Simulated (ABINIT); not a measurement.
SiC (Moissanite), 4 atoms in the cell. The structure is hexagonal, space group P6_3mc (No. 186). Conventional cell: a = 3.076 Å, b = 3.076 Å, c = 5.048 Å, α = 90.00°, β = 90.00°, γ = 120.00°. Si (site symmetry 3m) has 4 C at 1.87 to 1.94 Å as nearest neighbours. C (site symmetry 3m) is surrounded by 4 Si at 1.87 to 1.94 Å. 

| Property | Result |
| --- | --- |
| Program | ABINIT 10.8.3 (patched build) |
| Task | equation of state |
| Functional | LDA |
| Potentials or basis | JTH PAW LDA v2.0 |
| Cutoff | 408 eV |
| k mesh | 10 × 10 × 5 |
| Occupations | fermi-dirac, width 0.05 eV |
| Spin | no spin polarisation |
| Fine-grid cutoff | 816.342 eV |

Potentials or basis: JTH PAW LDA v2.0.

Launch:

```console
$ abinit run.abi > log 2>&1
```

Hardware: 1 thread of Arm Neoverse V2 (shared host).

How long does it take, and how much memory?

Run time: 53 s on 1 thread of Arm Neoverse V2 (shared host), peak memory 0.11 GiB. Counts: scf iterations 58, k points 42, bands 12, plane waves 750.
